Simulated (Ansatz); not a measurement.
# BaTiO3 (P1) in Ansatz: further runs

One crystal, BaTiO3, is run at these levels: r2SCAN+rVV10, PBE; tasks: relaxation of cell and atoms, single point.

All numbers are computed with Ansatz 0.2.0; they aren't measurements. Logs are shortened: lines on timing, memory, paths and dates and some standing lists are left out, and cuts for length are marked.

## 1. The structure

The typed cell holds 10 atoms: a = 3.803 Å, b = 4.131 Å, c = 7.975 Å, α = 89.10°, β = 88.33°, γ = 89.36°.

## 2. Relaxation of cell and atoms, r2SCAN+rVV10

Input file input.yaml:

```yaml
crystal:
  lattice:
    - [-3.80268156, -0.05658243, -0.02181512]
    - [-0.02191438, -0.03167986, -4.13033488]
    - [-0.11316485, -7.97351199, -0.06307272]
  atoms:
    - { symbol: Ba, position: [0.04486322, 0.90916552, 0.49511477] }
    - { symbol: Ba, position: [0.00814907, 0.9218096, 0.02441397] }
    - { symbol: Ti, position: [0.45719229, 0.52057169, 0.20538669] }
    - { symbol: Ti, position: [0.50231709, 0.47064326, 0.76225275] }
    - { symbol: O, position: [0.48144089, 0.03993233, 0.24039032] }
    - { symbol: O, position: [0.45628989, 0.07297889, 0.69356516] }
    - { symbol: O, position: [0.5380255, 0.54058565, 0.44980358] }
    - { symbol: O, position: [0.5290554, 0.55799572, 0.03050014] }
    - { symbol: O, position: [0.98202325, 0.45739828, 0.26038045] }
    - { symbol: O, position: [0.00064341, 0.50891906, 0.83819216] }
hamiltonian:
  xc: r2scan
  pseudopotentials: { kind: paw }
  dispersion: rvv10
kpoints:
  mp_grid: { grid: [7, 7, 4] }
scf:
  occupations: { method: fermi_dirac, width: 0.05 }
output:
  forces: true
  stress: true
  eigenvalues: true
relax:
  f_tol: 0.01
  max_steps: 40
  cell: { stress_tol: 0.05 }
```

Potentials or basis: Ansatz PAW.

Started as:

```console
> ansatz run input.yaml --threads 4 --pin off --max-ram 11264MiB --backend cpu --events-out ev --progress --plain --runs-dir out
```

What it wrote:

```text
Warning: RAYON_NUM_THREADS=4 ignored (pool sized by the plan → 4); use --threads N
Engine: ansatz 0.2.0, aarch64-unknown-linux-gnu
Pseudopotentials: kind: paw
Pseudopotential: Ba, paw, valence charge 10, recommended cutoff 500 eV (meta_gga), Ba.paw.azcp
Pseudopotential: Ti, paw, valence charge 12, recommended cutoff 500 eV (meta_gga), Ti.paw.azcp
Pseudopotential: O, paw, valence charge 6, recommended cutoff 500 eV (meta_gga), O.paw.azcp
Functional definition: r2SCAN+rVV10
  parameter k0 = 0.174
  parameter k1 = 0.065
  parameter a1 = 4.9479
  exchange = r2scan_x(k0 = k0, k1 = k1, a1 = a1)
  correlation = r2scan_c + rvv10(11.95, 0.0093)
Crystal: 10 atoms, lattice volume = 125.197 Å³
Basis set: ecut = 500 eV, 3177 PW (Γ), exchange–correlation on 128×144×288 points (64 copies of the dense FFT grid, shifted against one another)
Bands: 50, of which v1, the nominal top of the filled ones, is band 40 counted from 1 (39 counted from 0)
Symmetry: 1 space group operations
Space group: P1 (ITA 1), of the structure as read, at distance tolerance 5.0e-5 Å
k-points: 99 of 196 (time reversal used)
Non-local potential: Ba, projectors of the file, l = 0: 3, l = 1: 2, l = 2: 2, l = 3: 2
Non-local potential: Ti, projectors of the file, l = 0: 3, l = 1: 2, l = 2: 3, l = 3: 1
Non-local potential: O, projectors of the file, l = 0: 2, l = 1: 2, l = 2: 1
PAW form: soft (Blöchl's): semilocal exchange-correlation on the pseudo side does not see the compensation charge
rVV10 density: all electrons in the spheres
PAW frozen core: Ba, regenerated for the run's functional (the file was generated under x = pbe(κ = 0.804, μ = 0.2195149727645171), c = pbe(β = 0.06672455060314922))
PAW frozen core: Ti, regenerated for the run's functional (the file was generated under x = pbe(κ = 0.804, μ = 0.2195149727645171), c = pbe(β = 0.06672455060314922))
PAW frozen core: O, regenerated for the run's functional (the file was generated under x = pbe(κ = 0.804, μ = 0.2195149727645171), c = pbe(β = 0.06672455060314922))
PAW one-centre angular grid: Ba, 302 points (default); XC on 160 Gauss nodes
PAW one-centre angular grid: Ti, 590 points (default); XC on 160 Gauss nodes
[... 193 lines left out ...]
  E_paw        = -13570.369424  (= ΣΔE_a)
  E_vpaw       = -642.474093  (= ΣTr[D̂ρ^β])
  E_aug_tail   = 0.004622  (compensation charges beyond the density's cutoff)
  E_vtau       = 73.570747  (kinetic-family band-sum trace: ∫τ·v_τ [+ j·A + Jᵃ·Aᵃ] dr)
  E_ewald      = -5620.882291
  E_core_change = -0.557728  (= ΣΔE_core)
  E_smearing   = -0.000000  (= −TS)
  E_closure    = -0.000000  (closes the sum)
  Σ components = -20360.520492   (vs F -20360.520492, Δ=0.00e0)
--- Forces (eV/Å), atoms counted from 1 ---
  atom   1  Ba    -0.00001919     0.00001323    -0.00002758
  atom   2  Ba     0.00001391     0.00006447    -0.00007421
  atom   3  Ti     0.00002497     0.00031903     0.00001257
  atom   4  Ti     0.00001729     0.00036741     0.00002642
  atom   5  O     -0.00002165    -0.00005531    -0.00000918
  atom   6  O     -0.00005318    -0.00008368     0.00000212
  atom   7  O      0.00000552    -0.00023662     0.00009040
  atom   8  O      0.00005897    -0.00029080     0.00000881
  atom   9  O     -0.00005450    -0.00004182    -0.00001292
  atom  10  O     -0.00000426    -0.00008157    -0.00004960
  max |Σ_I F_I| component: 3.32e-5 eV/Å
--- Stress (GPa, compression-positive) ---
       -0.008421       0.000551       0.000204
        0.000551      -0.007243       0.000567
        0.000204       0.000567      -0.008572
  P = ⅓ Tr σ = -0.0081 GPa (-0.081 kbar)
--- Band table (eV; the first three rows and the last of 99) ---
  k-point 0: bands = ["-48.6010", "-48.6001", "-23.8482", "-23.7923", "-23.7921", "-23.7901", "-23.7887", "-23.7877", "-15.3585", "-15.2249", "-8.0858", "-7.8539", "-7.2311", "-7.2309", "-7.2002", "-6.9240", "-0.1435", "-0.1432", "-0.1431", "0.0272", "0.0334", "0.2462", "5.9323", "7.1978", "7.2128", "7.6537", "7.6539", "7.6579", "7.8445", "7.8662", "8.2096", "8.3067", "8.5688", "8.5689", "8.7842", "8.9798", "9.0856", "9.4444", "9.5540", "9.5540", "12.6458", "12.6468", "12.7822", "12.7907", "14.0487", "14.1468", "14.6962", "14.7289", "14.7292", "15.5888"]
  k-point 1: bands = ["-48.6009", "-48.6002", "-23.8399", "-23.7996", "-23.7919", "-23.7904", "-23.7893", "-23.7880", "-15.3394", "-15.2450", "-8.0357", "-7.8620", "-7.2266", "-7.2171", "-7.2048", "-6.9907", "-0.1193", "-0.1189", "-0.0854", "0.0011", "0.0062", "0.1895", "6.1684", "7.2853", "7.3017", "7.3820", "7.6127", "7.6240", "7.9389", "7.9487", "8.2718", "8.3907", "8.4078", "8.4261", "8.6920", "9.0655", "9.1472", "9.1606", "9.4772", "9.5241", "12.6736", "12.7726", "12.8831", "12.8986", "13.8338", "13.9324", "14.7092", "14.7277", "15.1358", "15.8707"]
  k-point 2: bands = ["-48.6006", "-48.6006", "-23.8197", "-23.8197", "-23.7912", "-23.7912", "-23.7887", "-23.7887", "-15.2927", "-15.2927", "-7.9289", "-7.9289", "-7.2158", "-7.2158", "-7.1293", "-7.1293", "-0.0601", "-0.0601", "-0.0576", "-0.0576", "0.0525", "0.0525", "6.7584", "6.7584", "7.4744", "7.4744", "7.4916", "7.4916", "8.1323", "8.1323", "8.1648", "8.1648", "8.4628", "8.4628", "8.7107", "8.7107", "9.2867", "9.2867", "9.3049", "9.3049", "12.7284", "12.7284", "13.3332", "13.3332", "13.4199", "13.4199", "14.7223", "14.7223", "15.8463", "15.8463"]
  k-point 98: bands = ["-48.5998", "-48.5992", "-23.8445", "-23.8423", "-23.8361", "-23.7997", "-23.7977", "-23.7962", "-15.2038", "-15.1453", "-7.9128", "-7.5546", "-7.1702", "-7.1253", "-7.0957", "-7.0072", "-0.3251", "-0.2852", "-0.1396", "0.0065", "0.0737", "0.1801", "5.8295", "5.9513", "6.2861", "6.3855", "6.8747", "7.2012", "7.2424", "7.3379", "7.4154", "7.6224", "7.9478", "8.3998", "8.7550", "8.9334", "9.0125", "9.0246", "9.1464", "9.7237", "13.2048", "13.9471", "14.0027", "14.0846", "14.1406", "14.4022", "15.3718", "15.9777", "16.8392", "17.8471"]
--- Relaxed structure (9 steps of the walk, 8 accepted, 2 SCFs on fresh bases) ---
  F+E_penalty+E_count = -20360.52049247 eV   max|allowed force component| = 3.700e-4 eV/Å   (the final SCF, on the basis selected at the relaxed cell)
  cell:  # Å, volume = 128.4158 Å³
    - [-4.004422915860428, -0.005097113954077042, -0.00500711679203401]
    - [-0.005505389905423284, -0.005369240814016341, -4.004467593267374]
    - [-0.010721662187908057, -8.00821643103207, -0.010186402107329698]
  atoms:
    - { symbol: Ba, position: [-0.005920455743325682, 0.9940766730822197, 0.4970520321798753] }
    - { symbol: Ba, position: [-0.005918943243178128, 0.9940742629861716, -0.0029476631718127243] }
    - { symbol: Ti, position: [0.4819069730770396, 0.48189815335884384, 0.2409819557779406] }
    - { symbol: Ti, position: [0.4819062067754058, 0.4818987933269288, 0.7409820859147485] }
    - { symbol: O, position: [0.5053969131591898, 0.013215188981049454, 0.2526924041027371] }
    - { symbol: O, position: [0.5053963443008439, 0.013214709320255152, 0.7526921271697505] }
    - { symbol: O, position: [0.5054075923721005, 0.5054127794127612, 0.5065804483754829] }
    - { symbol: O, position: [0.5054096795434617, 0.5054094117770409, 0.006580215302589287] }
    - { symbol: O, position: [1.0132074042392238, 0.5054008269992932, 0.25269333995069587] }
    - { symbol: O, position: [0.013208295519238154, 0.5053992007554362, 0.7526930443979921] }
```

Run time: 11 min. Hardware: 4 threads of Arm Neoverse V1, shared host; peak memory 1.3 GiB.

Results:

| Quantity | Value |
| --- | --- |
| Free energy | -20360.5205 eV |
| Relaxed volume | 12.84 Å³/atom |
| Relaxed cell | a = 4.004 Å, b = 4.004 Å, c = 8.008 Å, α = 89.85°, β = 89.85°, γ = 89.85° |
| Space group after relaxing (to 0.05 Å) | R3m (No. 160) |
| Energy gained by relaxing | 1085.2 meV/atom |
| Ionic steps | 10 |
| Pressure after relaxing | 0.0 GPa |
| Band gap on the k mesh | 2.78 eV, indirect (least direct gap 2.96 eV) |

The path:
| step | energy change (eV) | largest force (eV/Å) | volume (Å³) |
| --- | --- | --- | --- |
| 1 | 0.0000 | 27.2148 | 125.20 |
| 2 | -6.9992 | 10.7741 | 131.68 |
| 3 | -9.7421 | 3.2928 | 131.39 |
| 4 | -10.6383 | 1.3142 | 131.39 |
| 5 | -10.8416 | 0.1268 | 128.38 |
| 6 | -10.8494 | 0.0576 | 128.60 |
| 7 | -10.8506 | 0.0022 | 128.44 |
| 8 | -10.8520 | 0.0021 | 128.44 |
| 9 | -10.8520 | 0.0004 | 128.42 |
| 10 | -10.8520 | 0.0004 | 128.42 |

Final structure:
```cif
data_structure
_symmetry_space_group_name_H-M 'P 1'
_symmetry_Int_Tables_number 1
_cell_length_a 4.0044
_cell_length_b 4.0045
_cell_length_c 8.0082
_cell_angle_alpha 89.850
_cell_angle_beta 89.850
_cell_angle_gamma 89.849
_cell_volume 128.42
loop_
_atom_site_label
_atom_site_type_symbol
_atom_site_fract_x
_atom_site_fract_y
_atom_site_fract_z
_atom_site_occupancy
Ba1 Ba 0.99408 0.99408 0.49705 1
Ba2 Ba 0.99408 0.99407 0.99705 1
Ti1 Ti 0.48191 0.48190 0.24098 1
Ti2 Ti 0.48191 0.48190 0.74098 1
O1 O 0.50540 0.01322 0.25269 1
O2 O 0.50540 0.01321 0.75269 1
O3 O 0.50541 0.50541 0.50658 1
O4 O 0.50541 0.50541 0.00658 1
O5 O 0.01321 0.50540 0.25269 1
O6 O 0.01321 0.50540 0.75269 1
```

Levels at points of the mesh, in eV from the valence-band top:
```
            k point  band 36  band 37  band 38  band 39  band 40  band 41  band 42  band 43  band 44  band 45
 (0.00, 0.00, 0.00)    -0.89    -0.78    -0.42    -0.31    -0.31     2.78     2.78     2.92     2.92     4.18
(0.00, 0.00, -0.50)    -1.16    -0.58    -0.58    -0.56    -0.56     2.86     2.86     3.47     3.47     3.55
```

Caveat: odd divisions of the mesh miss points on the zone boundary, where band edges often lie, so the gap on the mesh can be too wide; the plane-wave basis is chosen anew once the cell has moved, so the energies of steps on either side of that aren't comparable; spin-orbit coupling is left out, which moves the levels of the heavy elements; the PAW data sets come from PBE, with cores solved anew for the run's functional, which leaves a small shift of forces and pressure. r2SCAN opens gaps a little over a GGA but as a rule still falls short of measured ones.

## 3. Single point, PBE

Changes to input.yaml since step 2:

```diff
@@ -17,5 +17,4 @@
 hamiltonian:
-  xc: r2scan
+  xc: pbe
   pseudopotentials: { kind: paw }
-  dispersion: rvv10
 kpoints:
@@ -24,2 +23,4 @@
   occupations: { method: fermi_dirac, width: 0.05 }
+basis:
+  ecutwfc: "350 eV"
 output:
@@ -28,5 +29 @@
   eigenvalues: true
-relax:
-  f_tol: 0.01
-  max_steps: 40
-  cell: { stress_tol: 0.05 }
```

Potentials or basis: Ansatz PAW.

Started as:

```console
> ansatz run input.yaml --threads 4 --pin off --max-ram 11264MiB --backend cpu --events-out ev --progress --plain --runs-dir out
```

What it wrote:

```text
Warning: basis.ecutwfc = 350 eV is below the records' recommended 420 eV, and the density's cutoff is lower with it unless basis.ecutrho_ratio is high enough to keep the records' density cutoff: compare with a run at a higher cutoff
Warning: RAYON_NUM_THREADS=4 ignored (pool sized by the plan → 4); use --threads N
[... 2 set-up lines as earlier in the session ...]
Pseudopotential: Ba, paw, valence charge 10, recommended cutoff 420 eV (normal), Ba.paw.azcp
Pseudopotential: Ti, paw, valence charge 12, recommended cutoff 420 eV (normal), Ti.paw.azcp
Pseudopotential: O, paw, valence charge 6, recommended cutoff 420 eV (normal), O.paw.azcp
Functional definition: PBE
[... 61 lines left out ...]
  atom   7  O      0.31870286    -5.66638953     0.51687711
  atom   8  O     -2.41772457    23.68154561    -0.74059765
  atom   9  O     -0.36802880     2.17374714    -0.87369140
  atom  10  O     -0.44351524     3.65144778     1.48999884
  max |Σ_I F_I| component: 1.03e-4 eV/Å
--- Stress (GPa, compression-positive) ---
       30.686415      -7.561746      -1.499449
       -7.561746      58.760313      -0.978873
       -1.499449      -0.978873      20.278800
  P = ⅓ Tr σ = 36.5752 GPa (365.752 kbar)
--- Band table (eV; the first three rows and the last of 99) ---
  k-point 0: bands = ["-46.5404", "-44.3629", "-22.9551", "-22.7871", "-22.7432", "-22.4592", "-20.4086", "-20.3366", "-14.2244", "-13.1958", "-7.3249", "-6.7432", "-6.4275", "-5.3758", "-4.5496", "-4.0989", "0.2412", "0.4605", "1.0243", "1.5697", "1.7206", "1.9294", "5.3664", "5.9147", "6.0906", "7.1926", "7.3253", "7.5312", "7.7376", "7.9247", "8.1981", "8.7091", "8.9681", "9.4252", "9.9331", "10.4195", "10.4834", "10.5521", "11.2518", "11.7370", "12.1788", "13.2505", "13.8603", "14.0318", "14.2039", "14.6641", "15.9958", "16.2575", "16.2933"]
  k-point 1: bands = ["-46.5405", "-44.3629", "-22.9551", "-22.7865", "-22.7431", "-22.4601", "-20.4087", "-20.3367", "-14.2221", "-13.1995", "-7.3197", "-6.7127", "-6.4447", "-5.3913", "-4.5522", "-4.1077", "0.2415", "0.4587", "1.0390", "1.5449", "1.7258", "1.9374", "5.3968", "5.8989", "6.1403", "7.1514", "7.3197", "7.4912", "7.8012", "7.9096", "8.2176", "8.7681", "8.9546", "9.3717", "9.9479", "10.3670", "10.4486", "10.5551", "11.2617", "11.7204", "12.1634", "13.2458", "13.8547", "14.0101", "14.1991", "14.6713", "15.9697", "16.3554", "16.5184"]
  k-point 2: bands = ["-46.5404", "-44.3629", "-22.9551", "-22.7859", "-22.7428", "-22.4610", "-20.4087", "-20.3366", "-14.2197", "-13.2033", "-7.3146", "-6.6763", "-6.4674", "-5.4069", "-4.5547", "-4.1165", "0.2419", "0.4570", "1.0550", "1.5206", "1.7298", "1.9453", "5.4280", "5.8877", "6.1884", "7.1271", "7.3229", "7.4273", "7.8672", "7.9148", "8.2121", "8.8609", "8.9189", "9.3239", "9.9624", "10.2716", "10.4517", "10.5585", "11.2718", "11.7029", "12.1475", "13.2492", "13.8559", "13.9879", "14.1862", "14.6876", "15.9768", "16.4441", "16.6095"]
  k-point 98: bands = ["-46.5384", "-44.3604", "-22.9577", "-22.8252", "-22.7642", "-22.4525", "-20.4923", "-20.3482", "-14.0063", "-12.9968", "-7.1516", "-6.8313", "-6.5988", "-4.9966", "-4.7432", "-4.2827", "0.1282", "0.4832", "0.7692", "1.3707", "1.6242", "1.8224", "5.2490", "5.5707", "6.1843", "6.7465", "7.0491", "7.3076", "7.7029", "7.7513", "8.0889", "8.5527", "9.0240", "9.3794", "9.6706", "9.9228", "10.5216", "10.9173", "11.2639", "11.5966", "12.6931", "12.9202", "13.5884", "13.9520", "14.7188", "15.3189", "16.1741", "16.5761", "17.0829"]
```

It took 14 s on 4 threads of Arm Neoverse V1, shared host; peak memory 0.63 GiB.

Results:

- Free energy: -20308.2059 eV
- Pressure: 36.6 GPa
- Largest force: 26.563 eV/Å
- Band gap on the k mesh: 0.33 eV, indirect (least direct gap 0.44 eV)

Forces in eV/Å, atoms in the order of the input:
```
Ba    1.950   2.249  -1.871
Ba    0.617  -0.416  -5.827
Ti    2.262 -26.023   4.824
Ti   -0.100   2.125   0.535
O    -0.145   1.469   1.773
O    -1.673  -3.244   0.173
O     0.319  -5.666   0.517
O    -2.418  23.682  -0.741
O    -0.368   2.174  -0.874
O    -0.444   3.651   1.490
```

Stress tensor (GPa, compression positive):
```
30.69 -7.56 -1.50
-7.56 58.76 -0.98
-1.50 -0.98 20.28
```

Levels at points of the mesh, in eV from the valence-band top:
```tsv
k point	band 36	band 37	band 38	band 39	band 40	band 41	band 42	band 43	band 44	band 45
(0.00, 0.00, 0.00)	-1.40	-1.33	-1.26	-0.56	-0.08	0.36	1.44	2.05	2.22	2.39
(0.00, 0.00, -0.50)	-1.54	-1.36	-1.26	-0.54	-0.11	0.33	1.43	2.04	2.17	2.37
```

Caveat: a pressure of tens of GPa on the cell as given is suspect, and the run, the potentials or the cell itself is likely at fault; odd divisions of the mesh miss points on the zone boundary, where band edges often lie, so the gap on the mesh can be too wide; the pressure holds a Pulay correction of +6.0 GPa for the finite cutoff; spin-orbit coupling is left out, which moves the levels of the heavy elements; forces of over 1 eV/Å show positions far from the minimum, so gaps and moduli don't describe the material at rest; the cutoff lies under the one recommended for these potentials.
